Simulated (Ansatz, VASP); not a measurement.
# Ni (Ni wire of staggered 3-rings) in two plane-wave programs

Aim: how closely do two programs agree when they are given the same cell, functional and k mesh? The structure shown is the start of the Ansatz relaxation below; VASP solves that cell, so the two are compared at the walk's first step.

Main program and level: Ansatz 0.2.0; plane waves, with VASP 6.6.1 beside it; single point at PBE.

## (1) The structure

The cell holds 6 atoms: 6 Ni. Cell: a = 9.617 Å, b = 9.239 Å, c = 4.082 Å, α = 90.0°, β = 90.0°, γ = 90.0°. Vacuum lies along a and b. The structure's axis is c.

## (2) Ansatz: relaxation, PBE

Ansatz runs on its default PAW (the set named soft_2) files.

The two programs are compared at the cell with which this relaxation starts, whose forces are those of its first step.

Contents of input.yaml:

```yaml
crystal:
  lattice:
    - [9.617, 0.0, 0.0]
    - [0.0, 9.239, 0.0]
    - [0.0, 0.0, 4.0819860264]
  atoms:
    - { symbol: Ni, position: [0.426759556, 0.6320203, 0.0], spin: 0.8 }
    - { symbol: Ni, position: [0.426759556, 0.368005195, 0.0], spin: 0.8 }
    - { symbol: Ni, position: [0.646416409, 0.500012748, 0.0], spin: 0.8 }
    - { symbol: Ni, position: [0.353540605, 0.500012748, 0.5], spin: 0.8 }
    - { symbol: Ni, position: [0.573197458, 0.6320203, 0.5], spin: 0.8 }
    - { symbol: Ni, position: [0.573197458, 0.368005195, 0.5], spin: 0.8 }
magnetization:
  spin_polarized: true
kpoints:
  mp_grid: { grid: [1, 1, 20] }
scf:
  occupations: { method: fermi_dirac, width: 0.05 }
hamiltonian:
  xc: pbe
relax:
  cell: { fix: [a, b, alpha, beta, gamma] }
  max_steps: 60
```

Launch:

```console
$ ansatz run input.yaml --threads 4 --pin off --max-ram 16384MiB --backend cpu --events-out ev --progress --plain --runs-dir out
```

Numbers of over 12 decimals in the logs are rounded to 6 here.

The log of the run:

```text
Engine: ansatz 0.2.0, aarch64-unknown-linux-gnu
Pseudopotentials: kind: paw
Pseudopotential: Ni, paw, valence charge 18, recommended cutoff 420 eV (normal), Ni.paw.azcp
Functional definition: PBE
  parameter kappa = 0.804
  parameter beta = 0.066725
  exchange = pbe_x(kappa = kappa, mu = beta*pi^2/3)
  correlation = pbe_c(beta = beta)
Crystal: 6 atoms, lattice volume = 362.690 Å³
Basis set: ecut = 420 eV, 7095 PW (Γ), exchange–correlation on 144×128×60 points (8 copies of the dense FFT grid, shifted against one another)
Bands: 68, of which v1, the nominal top of the filled ones, is band 54 counted from 1 (53 counted from 0)
Symmetry: 8 space group operations
Space group: Pmma (ITA 51), of the structure as read, at distance tolerance 7.1e-5 Å
Magnetic group: BNS 51.289 (UNI 387), of the structure as read, at distance tolerance 7.1e-5 Å
k-points: 11 of 20
Non-local potential: Ni, projectors of the file, l = 0: 3, l = 1: 2, l = 2: 3, l = 3: 1
PAW form: soft (Blöchl's): semilocal exchange-correlation on the pseudo side does not see the compensation charge
PAW one-centre angular grid: Ni, 590 points (default); XC on 64 Gauss nodes
Initial density: superposition of atomic densities (neutral atoms: chi_scale 0, normalization atom)
Starting moments: Σ|m| = 4.8 μB on 6 of 6 sites
Initial wavefunctions: pseudopotential atomic-orbital guess
Functional: x = pbe(κ = 0.804, μ = 0.219515), c = pbe(β = 0.066725)
SCF iter   1: F=—  HF=-35022.152631 eV  |F-HF|=—  |Δ(HF+E_count)|=         —  Δρ=3.14e-2 (↑3.14e-2 ↓2.08e-2)  dr2=1.29e1  dr2_m=8.03e-1  M=5.742 μB ∫|m|=5.841 μB  β_m=0.30  ethr=3.10e-3  ⟨swp⟩=7.8  Hψ=7026  notcnv=0  defer=3
Mixer restart at iter 1: flushing history
preconditioner: auto → LDOS  [metal: Δε(μ)=0.014 eV  Ē_g=5.188 eV  σ=0.050 eV  W_gap=0.07  n_scr=78 (ndim 8)  ℏωp=15.1 eV  f_vac=0.647  D(μ)=15.87/eV (n_scr^D=130)]
spin=Collinear: LDOS preconditioning applied to the charge; magnetization (m = ρ↑ − ρ↓) channel mixes plain (no charge-response kernel on spin).
SCF iter   2: F=—  HF=-35024.057287 eV  |F-HF|=—  |Δ(HF+E_count)|=    1.90e0  Δρ=2.22e-2 (↑2.22e-2 ↓1.22e-2)  dr2=3.06e0  dr2_m=5.47e-1  M=5.915 μB ∫|m|=6.056 μB  β_m=0.45  ethr=3.10e-3  ⟨swp⟩=3.0  Hψ=2647  notcnv=0  defer=106
SCF iter   3: F=—  HF=-35028.188802 eV  |F-HF|=—  |Δ(HF+E_count)|=    4.13e0  Δρ=7.35e-3 (↑4.94e-3 ↓7.35e-3)  dr2=8.24e-2  dr2_m=1.01e-1  M=5.969 μB ∫|m|=6.230 μB  β_m=0.56  ethr=2.84e-3  ⟨swp⟩=3.0  Hψ=2496  notcnv=0  defer=100
SCF iter   4: F=—  HF=-35029.127955 eV  |F-HF|=—  |Δ(HF+E_count)|=         —  Δρ=7.17e-3 (↑4.11e-3 ↓7.17e-3)  dr2=2.77e-1  dr2_m=1.28e-2  M=5.725 μB ∫|m|=6.062 μB  β_m=0.56  ethr=7.63e-5  ⟨swp⟩=3.6  Hψ=3061  notcnv=0  defer=101
SCF iter   5: F=—  HF=-35029.319963 eV  |F-HF|=—  |Δ(HF+E_count)|=   1.92e-1  Δρ=3.68e-3 (↑3.68e-3 ↓8.95e-4)  dr2=2.33e-2  dr2_m=1.37e-2  M=5.718 μB ∫|m|=6.100 μB  β_m=0.59  ethr=7.63e-5  ⟨swp⟩=3.0  Hψ=2986  notcnv=0  defer=101
SCF iter   6: F=—  HF=-35029.305046 eV  |F-HF|=—  |Δ(HF+E_count)|=   1.49e-2  Δρ=2.05e-3 (↑4.49e-4 ↓2.05e-3)  dr2=9.17e-3  dr2_m=4.19e-3  M=5.698 μB ∫|m|=6.071 μB  β_m=0.79  ethr=2.16e-5  ⟨swp⟩=2.6  Hψ=2956  notcnv=0  defer=107
SCF iter   7: F=—  HF=-35029.311154 eV  |F-HF|=—  |Δ(HF+E_count)|=   6.11e-3  Δρ=4.76e-4 (↑2.34e-4 ↓4.76e-4)  dr2=2.98e-4  dr2_m=3.56e-4  M=5.699 μB ∫|m|=6.074 μB  β_m=0.72  ethr=8.49e-6  ⟨swp⟩=2.0  Hψ=2316  notcnv=0  defer=107
SCF iter   8: F=—  HF=-35029.311989 eV  |F-HF|=—  |Δ(HF+E_count)|=   8.35e-4  Δρ=1.46e-4 (↑7.67e-5 ↓1.46e-4)  dr2=3.07e-5  dr2_m=2.99e-5  M=5.697 μB ∫|m|=6.072 μB  β_m=0.86  ethr=2.75e-7  ⟨swp⟩=2.5  Hψ=2697  notcnv=0  defer=107
SCF iter   9: F=—  HF=-35029.312066 eV  |F-HF|=—  |Δ(HF+E_count)|=   7.70e-5  Δρ=7.63e-5 (↑2.45e-5 ↓7.63e-5)  dr2=1.39e-5  dr2_m=4.57e-6  M=5.697 μB ∫|m|=6.072 μB  β_m=0.90  ethr=2.84e-8  ⟨swp⟩=2.4  Hψ=2899  notcnv=0  defer=107
[...]
SCF 1 converged in 13 iterations: F = -35029.312070 eV  dr2 = 3.20e-8
[...]
preconditioner: auto → LDOS  [metal: Δε(μ)=0.007 eV  Ē_g=5.197 eV  σ=0.050 eV  W_gap=0.04  n_scr=12 (ndim 8)  ℏωp=15.3 eV  f_vac=0.686  D(μ)=8.62/eV (n_scr^D=58)]
spin=Collinear: LDOS preconditioning applied to the charge; magnetization (m = ρ↑ − ρ↓) channel mixes plain (no charge-response kernel on spin).
[...]
SCF 6 converged in 8 iterations: F = -35029.621252 eV  dr2 = 4.43e-10
relax step   6: F+E_penalty+E_count = -35029.62125187 eV  Δ(F+E_penalty+E_count) = -3.726e-5 eV  max|allowed force component| = 1.067e-3 eV/Å  Δτ_max = 0.0006 Å  P = +0.055 GPa  Ω = 354.033 Å³  energy of the carried Pulay correction = +6.759e-4 eV  fix = [a, b, alpha, beta, gamma]  reactions: a +0.061, b +0.104 GPa  (8 SCF iters, dr2 threshold 8.06e-9 eV, accepted)
Basis set: ecut = 420 eV, 6939 PW (Γ), exchange–correlation on 144×128×54 points (8 copies of the dense FFT grid, shifted against one another)
Initial wavefunctions: pseudopotential atomic-orbital guess (no wavefunctions were taken with the density)
[...]
SCF iter   1: F=—  HF=-35029.620097 eV  |F-HF|=—  |Δ(HF+E_count)|=         —  Δρ=5.27e-5 (↑1.79e-5 ↓5.27e-5)  dr2=1.16e-5  dr2_m=1.20e-6  M=5.607 μB ∫|m|=5.950 μB  β_m=0.65  ethr=5.82e-6  ⟨swp⟩=3.0  Hψ=10154  notcnv=0
eigensolver tolerance schedule: the retry pair's looser diagonalisation over-reported the residual by 541.43 of it (diagonalisation noise at an unbounded share of the residual, at the tolerance the schedule requests for it); recorded, not acted on — ethr = c·dr2/N_el stays at c = 1.0e-1
preconditioner: auto → LDOS  [metal: Δε(μ)=0.008 eV  Ē_g=5.196 eV  σ=0.050 eV  W_gap=0.04  n_scr=12 (ndim 8)  ℏωp=15.3 eV  f_vac=0.686  D(μ)=8.60/eV (n_scr^D=58)]
spin=Collinear: LDOS preconditioning applied to the charge; magnetization (m = ρ↑ − ρ↓) channel mixes plain (no charge-response kernel on spin).
SCF iter   2: F=—  HF=-35029.620305 eV  |F-HF|=—  |Δ(HF+E_count)|=   2.08e-4  Δρ=2.27e-5 (↑2.27e-5 ↓2.14e-5)  dr2=6.55e-6  dr2_m=1.06e-8  M=5.607 μB ∫|m|=5.949 μB  β_m=0.57  ethr=1.07e-8  ⟨swp⟩=2.5  Hψ=2706  notcnv=0
SCF iter   3: F=—  HF=-35029.620304 eV  |F-HF|=—  |Δ(HF+E_count)|=   7.82e-7  Δρ=1.54e-5 (↑7.06e-6 ↓1.54e-5)  dr2=5.76e-7  dr2_m=2.57e-7  M=5.606 μB ∫|m|=5.949 μB  β_m=0.59  ethr=6.07e-9  ⟨swp⟩=2.2  Hψ=1920  notcnv=0
SCF iter   4: F=—  HF=-35029.620304 eV  |F-HF|=—  |Δ(HF+E_count)|=   4.92e-7  Δρ=1.32e-5 (↑1.32e-5 ↓5.97e-6)  dr2=8.75e-7  dr2_m=6.48e-8  M=5.606 μB ∫|m|=5.949 μB  β_m=0.59  ethr=5.34e-10  ⟨swp⟩=2.0  Hψ=2559  notcnv=0
SCF iter   5: F=—  HF=-35029.620304 eV  |F-HF|=—  |Δ(HF+E_count)|=   3.80e-8  Δρ=2.30e-6 (↑2.30e-6 ↓1.83e-6)  dr2=1.11e-7  dr2_m=9.05e-9  M=5.606 μB ∫|m|=5.949 μB  β_m=0.51  ethr=5.34e-10  ⟨swp⟩=2.0  Hψ=2154  notcnv=0
SCF iter   6: F=—  HF=-35029.620304 eV  |F-HF|=—  |Δ(HF+E_count)|=   6.71e-9  Δρ=8.42e-7 (↑8.42e-7 ↓7.48e-7)  dr2=2.15e-9  dr2_m=1.10e-9  M=5.606 μB ∫|m|=5.949 μB  β_m=0.73  ethr=1.03e-10  ⟨swp⟩=2.0  Hψ=2153  notcnv=0
SCF iter   7: F=—  HF=-35029.620304 eV  |F-HF|=—  |Δ(HF+E_count)|=   4.61e-9  Δρ=4.75e-7 (↑3.99e-7 ↓4.75e-7)  dr2=2.15e-9  dr2_m=1.07e-10  M=5.606 μB ∫|m|=5.949 μB  β_m=0.62  ethr=1.99e-12  ⟨swp⟩=3.3  Hψ=3088  notcnv=0
SCF iter   8: F=—  HF=-35029.620304 eV  |F-HF|=—  |Δ(HF+E_count)|=  8.08e-10  Δρ=2.28e-7 (↑1.60e-7 ↓2.28e-7)  dr2=3.35e-10  dr2_m=3.41e-11  M=5.606 μB ∫|m|=5.949 μB  β_m=0.62  ethr=1.99e-12  ⟨swp⟩=2.0  Hψ=2006  notcnv=0
SCF iter   9: F=—  HF=-35029.620304 eV  |F-HF|=—  |Δ(HF+E_count)|=  1.89e-10  Δρ=7.02e-8 (↑5.44e-8 ↓7.02e-8)  dr2=1.26e-11  dr2_m=6.44e-12  M=5.606 μB ∫|m|=5.949 μB  β_m=0.63  ethr=1.00e-12  ⟨swp⟩=2.0  Hψ=1924  notcnv=0
SCF iter  10: F=-35029.620304 eV  HF=-35029.620304 eV  |F-HF|=5.09e-11  |Δ(HF+E_count)|=  5.09e-11  Δρ=6.74e-8 (↑3.62e-8 ↓6.74e-8)  dr2=8.80e-12  dr2_m=6.33e-12  M=5.606 μB ∫|m|=5.949 μB  ethr=1.00e-12  ⟨swp⟩=3.2  Hψ=5028  notcnv=0
SCF 7 converged in 10 iterations: F = -35029.620304 eV  dr2 = 8.80e-12
relax step   7: F+E_penalty+E_count = -35029.62030445 eV  Δ(F+E_penalty+E_count) = +9.474e-4 eV  max|allowed force component| = 1.135e-3 eV/Å  Δτ_max = 0.0000 Å  P = +0.060 GPa  Ω = 354.033 Å³  fix = [a, b, alpha, beta, gamma]  reactions: a +0.064, b +0.107 GPa  stress off target by 1.07e-2 GPa on what of the cell is left free  SCF on the basis re-selected at this cell (its energy is not comparable with the rows above)  (10 SCF iters)
basis re-selected at this cell: Δ(F+E_penalty+E_count) = +9.474e-4 eV, ΔP = +0.005 GPa vs the last step (what re-selecting the basis moved, of the pressure what is left beyond the Pulay correction that the steps carried, after the strain that the cell walked since its last selection, with what the two solves' SCF thresholds leave and, on support functions, any second-order correction that the steps lacked; it is no measure of the basis error at this ecutwfc). The dense FFT grid was sized anew with the basis: this SCF ran on 72×64×27 points, the steps before it on 72×64×30, so part of this shift can come from that change (see relax.cell in the input reference). [rest of the remark cut]
SCF converged after 10 iterations
Magnetization: 5.6058 μB (56.8029 up, 51.1971 down)
Absolute magnetization: 5.9512 μB (∫|ρ↑−ρ↓|, with the PAW one-centre terms)
Spin contamination: 0.0428 ħ² per cell (⟨S²⟩ above its minimum at these occupations)
Per-site moments (μB) at R_I (Å): [(0.877843, 0.957699), (0.877843, 0.957699), (0.874430, 0.959039), (0.874430, 0.959039), (0.877843, 0.957699), (0.877843, 0.957699)]
Free energy (F): -35029.620304 eV
Harris-Foulkes:  -35029.620304 eV  (|F-HF|=5.09e-11)
Internal energy: -35029.548164 eV  (E = F + TS)
E sigma→0 (E₀):  -35029.584234 eV
Entropy (-TS):   -0.072140 eV (-12.023 meV/atom)
Fermi energy:    -0.066781 eV
--- Per-component energies (eV) ---
  E_band       = -3638.714730
  E_kinetic    = 1690.294294
  E_local      = -67953.803152  (includes V_loc(G=0)·N_el)
  E_nonlocal   = 3848.552192
  E_hartree    = 31308.001566
  E_xc         = -495.544308
  E_vxc        = -637.620330  (∫ρ·V_xc dr)
  E_paw        = -9806.389667  (= ΣΔE_a)
  E_vpaw       = -3202.143222  (= ΣTr[D̂ρ^β])
  E_aug_tail   = 0.003123  (compensation charges beyond the density's cutoff)
  E_ewald      = 6379.337787
  E_smearing   = -0.072140  (= −TS)
  E_closure    = -0.000000  (closes the sum)
  Σ components = -35029.620304   (vs F -35029.620304, Δ=0.00e0)
--- Forces (eV/Å), atoms counted from 1 ---
  atom   1  Ni    -0.00113486     0.00082444     0.00000000
  atom   2  Ni    -0.00113486    -0.00082444    -0.00000000
  atom   3  Ni     0.00080422     0.00000000    -0.00000000
  atom   4  Ni    -0.00080422    -0.00000000     0.00000000
  atom   5  Ni     0.00113486     0.00082444     0.00000000
  atom   6  Ni     0.00113486    -0.00082444    -0.00000000
  max |Σ_I F_I| component: 0.00e0 eV/Å
--- Stress (GPa, compression-positive) ---
        0.064022      -0.000000      -0.000000
       -0.000000       0.106579       0.000000
       -0.000000       0.000000       0.010731
  P = ⅓ Tr σ = 0.0604 GPa (0.604 kbar)
--- Relaxed structure (6 steps of the walk, 6 accepted, 1 SCFs on fresh bases) ---
  F+E_penalty+E_count = -35029.62030445 eV   max|allowed force component| = 1.135e-3 eV/Å   (the final SCF, on the basis selected at the relaxed cell)
  cell:  # Å, volume = 354.0334 Å³
    - [9.617, 0, 0]
    - [0, 9.239, 0]
    - [0, 0, 3.984553]
  atoms:
    - { symbol: Ni, position: [0.430113, 0.625659, -7.992213197395216e-19] }
    - { symbol: Ni, position: [0.430113, 0.374366, 7.992213197395204e-19] }
    - { symbol: Ni, position: [0.639575, 0.500013, 0] }
    - { symbol: Ni, position: [0.360382, 0.500013, 0.500000] }
    - { symbol: Ni, position: [0.569844, 0.625659, 0.500000] }
    - { symbol: Ni, position: [0.569844, 0.374366, 0.500000] }
```

(Continued in part 2 of 2.)

[Lines on the potential files, build, host, timing and source positions are cut from VASP's logs without a mark.]

[Logs are printed without paths, hosts, clocks, repeated set-up lines and the standing remarks that a program may print on its own settings, such as how far it seeks lower states.]

[Hosts, paths, dates, database ids (printed as entryN), source tags and the programs' standing remarks are cut or masked in the printed files.]
